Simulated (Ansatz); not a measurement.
**Sr: from a migration barrier to a jump rate**

Level of theory: Ansatz 0.2.0, DFT PBE, scalar-relativistic, plane waves, PAW. The runs took a 420 eV cutoff, a Γ-centred 4×4×2 mesh and Gaussian smearing (0.1 eV). No spin polarisation.

In a supercell of 24 sites an atom of Sr jumps into a neighbouring Sr vacancy, a = 4.11 Å from site to site in the perfect crystal, in a neutral cell. The half-way point, relaxed in its symmetry, lies 0.245 eV above the relaxed vacancy. Take it as the barrier; the order of the saddle wasn't checked, and the cell is small.

Q: With an assumed attempt frequency of 10¹³ s⁻¹, how often does the jump happen, and how fast does the vacancy diffuse?

A: Transition-state theory gives Γ = ν exp(−E/k_BT), and one such jump direction contributes Γa²/6 to the vacancy's diffusion coefficient averaged over directions:

```
T (K) E/k_BT      Γ (1/s)  Γa²/6 (cm²/s)
  300     9.5   7.8 × 10^8    2.2 × 10^-7
  600     4.7  8.8 × 10^10    2.5 × 10^-5
 1000     2.8  5.9 × 10^11    1.7 × 10^-4
 1500     1.9  1.5 × 10^12    4.3 × 10^-4
```

The rate reaches one jump a second at T = E/(k_B ln 10¹³) = 95 K. The number of equivalent jumps multiplies D if they link up through the crystal; a hop between two sites alone gives no long-range diffusion, which then waits on a higher barrier. In either case the atoms' own diffusion carries the vacancy concentration and a correlation factor besides. Rows above the melting point are formal, and so are rows where E/k_BT falls under about 3, since the theory needs rare jumps.

Q: How much does an error of 0.1 eV in the barrier matter?

A: It multiplies the rate by exp(0.1 eV/k_BT): 48 at 300 K and 3.2 at 1000 K, more than the usual doubt about ν at low temperature.

Cost: 2 runs of about 29 core-minutes in all, on Arm Neoverse V2 (shared hosts).